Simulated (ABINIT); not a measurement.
Here is an ABINIT 10.8.3 (patched build) calculation.

The input run.abi:

```
pp_dirpath "./"
pseudos "Se.GGA_PBE-JTH.xml, Zn.GGA_PBE-JTH.xml"

acell 4.0075983931 4.0075983931 4.0075983931 Angstrom
rprim
     0.0000000000     0.7071067812     0.7071067812
     0.7071067812     0.0000000000     0.7071067812
     0.7071067812     0.7071067812     0.0000000000
ntypat 2
znucl 34 30
natom 2
typat 1 2
xred
     0.7500000000     0.7500000000     0.7500000000
     0.0000000000     0.0000000000     0.0000000000

ecut 24.0
pawecutdg 46.0

kptopt 1
ngkpt 6 6 6
nshiftk 1
shiftk 0.0 0.0 0.0

ixc -497498
usekden 1
pawxcdev 0

nband 13
occopt 3
tsmear 0.00183747

nstep 100
tolvrs 1.0e-7

iomode 3
prtwf 0
prteig 0
prtebands 0
enunit 2
prtden 1
prtvha 1
prtvclmb 1
prtpot 1
```

Potentials or basis: JTH PAW PBE v2.0.

Command:

```console
$ abinit run.abi > log 2>&1
```

Estimate the band gap on the k mesh.

1.85 eV, direct.

Estimate the pressure.

-0.1 GPa.

Caveat: the PAW data sets were made with another functional, which shifts forces and pressure a little.

**Experimental background.**

“Alloy Disordering Effects on the Thermal Conductivity and Energy Gap Temperature Dependence of Cd1−xZnxSe Ternary Crystals Grown by the Bridgman Method”, 2023, pmc:10253836 reports, for a bulk crystal of ZnSe at 300 K: band gap 2.695 ± 0.003 eV (an exciton energy, a little under the gap).

Against the measured gap of ZnSe, 2.695 eV (an exciton energy, a little under the gap; 300 K; “Alloy Disordering Effects on the Thermal Conductivity and Energy Gap Temperature Dependence of Cd1−xZnxSe Ternary Crystals Grown by the Bridgman Method”, 2023, pmc:10253836), the calculated 1.85 eV is off by -0.84 eV. Spin-orbit coupling on Se is left out. The value is that of r2SCAN, without temperature or zero-point motion.
